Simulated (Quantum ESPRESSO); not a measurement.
**SrCl2: zone-centre phonons and dielectric response under several settings**

```
Sr Cl
1.0
     0.00000    3.48835    3.48835
     3.48835    0.00000    3.48835
     3.48835    3.48835    0.00000
Sr Cl
1 2
Direct
  0.00000 0.00000 0.00000
  0.75000 0.75000 0.75000
  0.25000 0.25000 0.25000
```

All runs used Quantum ESPRESSO 7.5; k mesh 4 × 4 × 4, shifted; given cell, atoms relaxed; no spin polarisation; occupations smeared at first, fixed for the response.

```csv
level,potentials,cutoff (eV),pressure (GPa),highest optical mode without the field (cm⁻¹),ε∞ (mean)
PBE,GBRV 1.5 PBE,612,1.0,179,2.92
PBE,SPMS 1.0 PBE,830,0.9,179,2.92
PBE,PseudoDojo 0.5 SR PBE stringent,871,1.0,179,2.92
PBE,PseudoDojo 0.4.1 SR PBE standard,925,1.0,179,2.92
PBE,SG15 PBE 1.2,925,1.0,180,2.91
PBE,JTH 2.0 PBE,707,1.1,179,2.92
PBE,SSSP 1.3 efficiency PBE,748,?,?,?
```

Question: What stands in the row left open?

Answer: Pressure 1.0 GPa; highest optical mode without the field 179 cm⁻¹; ε∞ 2.92.

Caveats: this potential file gives levels or pressures that part from those of other sets (some runs).
